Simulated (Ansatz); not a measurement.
# Clamped-ion strain scan in Ti

The calculation used DFT PBE, scalar-relativistic, plane waves, PAW (Ansatz 0.2.0). The runs took a 420 eV cutoff, a Γ-centred 26×26×26 mesh and Gaussian smearing (0.15 eV). No spin polarisation. Energies are free energies at this smearing, counted from the undisturbed cell; pressure is positive in compression.

Zero of the scan (relaxed at this level; with this scan's settings it stands at 0.1 GPa; this bcc form isn't the usual structure):

```
Ti
1.0
    -1.62775    1.62775    1.62775
     1.62775   -1.62775    1.62775
     1.62775    1.62775   -1.62775
Ti
1
Direct
  0.00000 0.00000 0.00000
```

The cell is strained by ε times the Voigt pattern (1, 0, 0, 0, 0, 0) (xx, yy, zz, yz, xz, xy; engineering shear) with fractional coordinates fixed. The cell is metallic on the mesh throughout.

```
      ε  ΔE (meV/atom) stress summed along the pattern (GPa, tension positive) pressure (GPa)
-0.1000           57.8                                                   -11.98            13.5
-0.0750           31.1                                                    -8.08             9.7
-0.0500           13.5                                                    -5.09             6.1
-0.0250            3.4                                                    -2.47             2.9
 0.0000            0.0                                                    -0.07             0.1
 0.0250            2.7                                                     2.05            -2.4
 0.0500           10.8                                                     3.89            -4.6
 0.0750           23.4                                                     5.48            -6.6
 0.0875           31.3                                                     6.19            -7.5
 0.1000           40.1                                                     6.86            -8.3
```

Cost: 10 runs of about 1.5 core-minutes in all, on AMD EPYC 7R13 Processor (Zen 3) (shared hosts).